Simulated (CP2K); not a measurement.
MoP:

```
Mo P
1.0
     3.22300    0.00000    0.00000
    -1.61150    2.79120    0.00000
     0.00000    0.00000    3.19100
Mo P
1 1
Direct
  0.00000 0.00000 0.00000
  0.33333 0.66667 0.50000
```

```yaml
Program: CP2K 2026.2
Task: single point
Functional: PBE
Potentials_or_basis: POTENTIAL_UZH Mo GTH-PBE-q14, P GTH-PBE-q5; TZVP-MOLOPT-PBE-GTH basis
Density_cutoff: 6123 eV
k_mesh: 10 × 10 × 8
Occupations: fermi-dirac, width 0.05 eV
Spin: no spin polarisation
```

On this cell: pressure 3.9 GPa; largest force under 0.003 eV/Å; band gap on the k mesh none (metal or under the smearing width).

The same run follows on a disturbed copy (atoms moved at random, drawn with an rms of 0.05 Å):

```
Mo P
1.0
     3.22300    0.00000    0.00000
    -1.61150    2.79120    0.00000
     0.00000    0.00000    3.19100
Mo P
1 1
Cartesian
  -0.0237 0.0170 0.0045
  -0.0464 1.8811 1.5640
```

Task: What does the disturbed cell give?

Result: The energy (extrapolated to zero smearing) moves by +6.5 meV/atom; pressure 4.2 GPa; largest force 0.608 eV/Å; band gap on the k mesh none (metal or under the smearing width).

Forces in eV/Å, atoms in the order of the input:
```
Mo  -0.337  0.053 -0.503
P    0.337 -0.053  0.503
```

Stress tensor (GPa, compression positive):
```
 4.36 -0.99  0.22
-0.99  4.08 -0.04
 0.22 -0.04  4.02
```

Caveats: the basis of atomic orbitals isn't converged, which shifts pressures, moduli and gaps.
